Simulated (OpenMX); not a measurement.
Runs of OpenMX 3.8.5 on Pb. The structure is monoclinic, space group C2/m (No. 12). The conventional cell has a = 6.320 Å, b = 3.641 Å, c = 6.480 Å, α = 90.00°, β = 109.85°, γ = 90.00°. Pb (site symmetry m) is surrounded by 10 Pb at 3.34 to 3.65 Å. This isn't the form of Pb at room conditions, which is fcc.

```tsv
cell	gap on the mesh (eV)	pressure (GPa)	largest force (eV/Å)
C2/m, 35.06 Å³/atom	none	-1.3	(c)
C2/m, 33.73 Å³/atom	none	-0.1	0.02
C2/m, 31.13 Å³/atom	none	(a)	0.19
C2/m, 29.88 Å³/atom	none	(b)	0.27
C2/m, 32.42 Å³/atom	none	1.5	0.11
```

Alike in all rows: task single point; level PBE; potentials or basis OpenMX 2013 PBE set, Pb8.0-s3p2d2f1, grid cutoff 500 Ry; no spin polarisation; k mesh 7 × 7 × 5; smearing fermi-dirac 0.05 eV.

Question: Estimate the missing entries.

Answer: (a) 3.4; (b) 5.9; (c) 0.13.

Caveats: the basis has few d functions beyond the semicore shells, which can make volumes several per cent too large; the basis of atomic orbitals isn't converged, which shifts pressures, moduli and gaps.

A k mesh can miss the band edges, and the runs leave out spin-orbit coupling on Pb.

A gap of «none» marks a metal or a gap under the smearing width.
